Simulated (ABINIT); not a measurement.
Crystal: CuO.

```xyz
4
Lattice="2.8795 0.0000 0.0000 0.0391 2.8793 0.0000 0.0175 0.0172 5.1763" Properties=species:S:1:pos:R:3 pbc="T T T"
Cu    0.0195    1.4396    0.0000
Cu    1.4485    0.0086    2.5882
O     2.8881    0.0177    3.8817
O     0.0479    2.8788    1.2947
```

The cell comes from a database or a generator and needn't be the stable form of this composition.

```yaml
Program: ABINIT 10.8.3 (patched build)
Task: relaxation of cell and atoms
Functional: LDA
Potentials_or_basis: JTH PAW LDA v2.0
Cutoff: 707 eV
k_mesh: 5 × 5 × 3
Occupations: fermi-dirac, width 0.05 eV
Spin: no spin polarisation
```

At the start: pressure -8.2 GPa; volume 10.73 Å³/atom.

**Question.** Where does the relaxation end?

**Answer.** Over 4 steps the energy falls by 13.5 meV/atom and the volume is 10.26 Å³/atom (-4.3 %); space group Cccm (No. 66, to 0.05 Å).

Step by step:
```csv
step,energy change (eV),largest force (eV/Å),pressure (GPa),volume (Å³)
1,0.0000,0.0127,-8.20,42.92
2,-0.0437,0.0134,-3.73,41.85
3,-0.0541,0.0099,0.29,41.01
4,-0.0541,0.0089,0.03,41.06
```

Final structure:
```cif
data_structure
_symmetry_space_group_name_H-M 'P 1'
_symmetry_Int_Tables_number 1
_cell_length_a 2.8467
_cell_length_b 2.8464
_cell_length_c 5.0677
_cell_angle_alpha 89.806
_cell_angle_beta 89.814
_cell_angle_gamma 89.335
_cell_volume 41.06
loop_
_atom_site_label
_atom_site_type_symbol
_atom_site_fract_x
_atom_site_fract_y
_atom_site_fract_z
_atom_site_occupancy
Cu1 Cu 0.00000 0.50000 0.00000 1
Cu2 Cu 0.50000 0.00000 0.50000 1
O1 O 0.99850 0.00158 0.74995 1
O2 O 0.00150 0.99842 0.25005 1
```

Caveat: the k mesh is coarse (spacing up to 0.44 Å⁻¹), so the values aren't converged; the run has no spin polarisation, though such a crystal can be magnetic.
